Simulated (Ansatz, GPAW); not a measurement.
## Sb: programs and potentials compared

```
Sb
1.0
     2.15420    1.24373    3.75800
    -2.15420    1.24373    3.75800
     0.00000   -2.48746    3.75800
Sb
2
Direct
  0.76651 0.76651 0.76651
  0.23349 0.23349 0.23349
```

Alike in all runs: task single point; functional PBE; k mesh 8 × 8 × 8; occupations gaussian, width 0.02 eV; no spin polarisation; no spin-orbit coupling. Pressure is positive in compression and, in plane waves, holds the error of the finite cutoff, which Ansatz's Pulay term estimates and takes out.

```tsv
program and potentials	plane-wave cutoff (eV)	notes	pressure (GPa)	largest force (eV/Å)
Ansatz, Ansatz PAW	420	Pulay term of +0.03 GPa included	2.70	0.141
GPAW, GPAW PAW data sets (gpaw-data 1.2.1)	600	-	2.40	0.125
Ansatz, all-electron LAPW, scalar-relativistic	-	-	2.71	0.141
```

Force on atom 1 (Sb), eV/Å:

| program and potentials | x | y | z |
| --- | --- | --- | --- |
| Ansatz, Ansatz PAW | 0.000 | 0.000 | -0.141 |
| GPAW, GPAW PAW data sets (gpaw-data 1.2.1) | 0.000 | 0.000 | -0.125 |
| Ansatz, all-electron LAPW, scalar-relativistic | 0.000 | 0.000 | -0.141 |

The pressure spans 2.40 (GPAW, GPAW PAW data sets (gpaw-data 1.2.1)) to 2.71 GPa (Ansatz, all-electron LAPW, scalar-relativistic), with all-electron results at 2.71.

Differences between rows come from potentials, basis sets and numerical settings, since the functional is the same but for its coding. Runs on potential files found faulty are left out.
